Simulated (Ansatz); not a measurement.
The cell is the one relaxed in the Materials Project (mp-51), not relaxed further here; entries there can be hypothetical.

An input for Li and the output that it gave: DFT, LDA, all-electron LAPW, scalar-relativistic (Ansatz 0.2.0).

Command: `ansatz run input.yaml --threads 1 --pin off --max-ram 2048MiB --backend cpu --events-out ev --progress --plain --runs-dir out` The run took 3 s on 1 thread of Arm Neoverse V1 (shared host).

```yaml
crystal:
  lattice:
    - [0.0, 2.1668323349, 2.1668323349]
    - [2.1668323349, 0.0, 2.1668323349]
    - [2.1668323349, 2.1668323349, 0.0]
  atoms:
    - { symbol: Li, position: [0.0, 0.0, 0.0] }
kpoints:
  mp_grid: { grid: [16, 16, 16] }
  band_path:
    path:
      - [0.0, 0.0, 0.0]
      - [0.5, 0.0, 0.5]
      - [0.625, 0.25, 0.625]
      - [0.375, 0.375, 0.75]
      - [0.0, 0.0, 0.0]
      - [0.5, 0.5, 0.5]
      - [0.5, 0.25, 0.75]
      - [0.5, 0.0, 0.5]
    npoints: 14
scf:
  occupations: { method: fermi_dirac, width: 0.08 }
hamiltonian:
  xc: lda
  pseudopotentials: { kind: all_electron, lapw: { basis_error: 0.0005 } }
output:
  forces: true
  stress: true
  eigenvalues: true
  fatbands: true
  populations: true
  dos: { projected: true, de: 0.2, e_range: [-14, 8] }
```

Output:

```
Li: projections on atomic orbitals take those of the free atom 1s2 2s1, of charge +0.00 (hamiltonian.pseudopotentials.projection_atoms)
LAPW: plane waves up to 4.475 Å⁻¹, error target 5.0e-4 eV per atom; small_component_spin mean_spin; Li in spheres of 1.532 Å, 3 of its electrons in bands, Dirac shells []
Engine: ansatz 0.2.0
Pseudopotentials: kind: all_electron
Pseudopotential: Li, LAPW, valence charge 3, Koelling and Harmon's equation, gaussian nucleus
Functional definition: SPW92
  exchange = slater_x
  correlation = pw_c
Crystal: 1 atoms, lattice volume = 20.347 Å³
Basis set: ecut = 76.28671696809187 eV, 27 PW (Γ), exchange–correlation at level 2
Bands: 6, of which v1, the nominal top of the filled ones, is band 2 counted from 1 (1 counted from 0)
Symmetry: 48 space group operations
Space group: Fm-3m (ITA 225), of the structure as read, at distance tolerance 2.7e-5 Å
k-points: 145 of 4096
Non-local potential: Li, projectors of the file, none
Initial density: superposition of atomic densities (chi_scale 0.1, normalization cell)
Initial wavefunctions: plane waves of lowest kinetic energy (no species holds an atomic orbital)
Functional: x = slater, c = lda
iter 1 solved again at ethr=1.85e-5 eV; its pass at ethr=1.00e-1 eV (dr2=5.54e-4 eV) is discarded
SCF iter   1: F=—  HF=-201.650615 eV  |F-HF|=—  |Δ(HF+E_count)|=         —  Δρ=1.62e-3  dr2=5.47e-4  ethr=1.85e-5  ⟨swp⟩=4.2  Hψ=7596  notcnv=0
preconditioner: auto → none  [metal: Δε(μ)=0.033 eV  Ē_g=10.416 eV  σ=0.080 eV  W_gap=0.10  n_scr=0 (ndim 8)  ℏωp=8.2 eV  f_vac=0.000  D(μ)=0.44/eV (n_scr^D=0)]
SCF iter   2: F=—  HF=-201.649656 eV  |F-HF|=—  |Δ(HF+E_count)|=   9.59e-4  Δρ=8.05e-4  dr2=1.35e-4  ethr=1.82e-5  ⟨swp⟩=2.0  Hψ=2423  notcnv=0
iter 3 solved again at ethr=1.81e-8 eV; its pass at ethr=4.50e-6 eV (dr2=5.42e-7 eV) is discarded
SCF iter   3: F=—  HF=-201.649497 eV  |F-HF|=—  |Δ(HF+E_count)|=   1.59e-4  Δρ=5.11e-5  dr2=5.42e-7  ethr=1.81e-8  ⟨swp⟩=2.0  Hψ=4121  notcnv=0
SCF iter   4: F=-201.649497 eV  HF=-201.649497 eV  |F-HF|=8.32e-10  |Δ(HF+E_count)|=   1.33e-7  Δρ=1.36e-6  dr2=3.66e-10  ethr=1.81e-8  ⟨swp⟩=2.0  Hψ=2423  notcnv=0
SCF 1 converged in 4 iterations: F = -201.649497 eV  dr2 = 3.66e-10
NSCF: frozen V_eff on 99 k-points
SCF converged after 4 iterations
Free energy (F): -201.649497 eV
Harris-Foulkes:  -201.649497 eV  (|F-HF|=8.32e-10)
Internal energy: -201.640075 eV  (E = F + TS)
E sigma→0 (E₀):  -201.644786 eV
Entropy (-TS):   -0.009422 eV (-9.422 meV/atom)
Fermi energy:    0.772748 eV
--- Per-component energies (eV) ---
  E_band       = -90.266072
  E_kinetic    = 198.462276
  E_xc         = -47.202163
  E_electrostatic = -352.900188  (all electrons and nuclei)
  E_smearing   = -0.009422  (= −TS)
  E_closure    = 0.000000  (closes the sum)
  E_atoms      = -199.606422  (free atoms, spherical and without spin; not in F)
  Σ components = -201.649497   (vs F -201.649497, Δ=0.00e0)
  Basis errors (estimates in eV, not in F): energy 1.5e-4 per atom: plane waves 1.5e-4 (1.1e-4 summed), levels above the bands 1.4e-82, relativity 4.5e-11, radial functions 1.4e-6, core shells 0.0e0; eigenvalues (radial functions only) 4.0e-4; not estimated: angular momenta, meshes, grids; target (lapw.basis_error) 5.0e-4; muffin-tin radii Li 1.532 Å
--- Forces (eV/Å), atoms counted from 1 ---
  atom   1  Li     0.00000000    -0.00000000     0.00000000
  max |Σ_I F_I| component: 3.49e-32 eV/Å
--- Stress (GPa, compression-positive) ---
       -0.940879      -0.000000      -0.000000
       -0.000000      -0.940879       0.000000
       -0.000000       0.000000      -0.940879
  P = ⅓ Tr σ = -0.9409 GPa (-9.409 kbar)
--- Band table (eV; the first three rows and the last of 145) ---
  k-point 0: bands = ["-44.8645", "-2.7193", "14.8525", "14.8525", "14.8525", "18.9830"]
  k-point 1: bands = ["-44.8638", "-2.6506", "14.1312", "14.7018", "14.7018", "18.3066"]
  k-point 2: bands = ["-44.8616", "-2.4448", "12.4643", "14.3565", "14.3565", "18.1743"]
  k-point 144: bands = ["-44.8384", "4.2296", "4.2296", "5.1662", "9.4353", "17.6277"]
--- Löwdin populations: 1 site ---
  site symbol       q [e]
     0     Li      2.9064
  spilling = 0.031188 (of n_electrons = 3.000000)
```
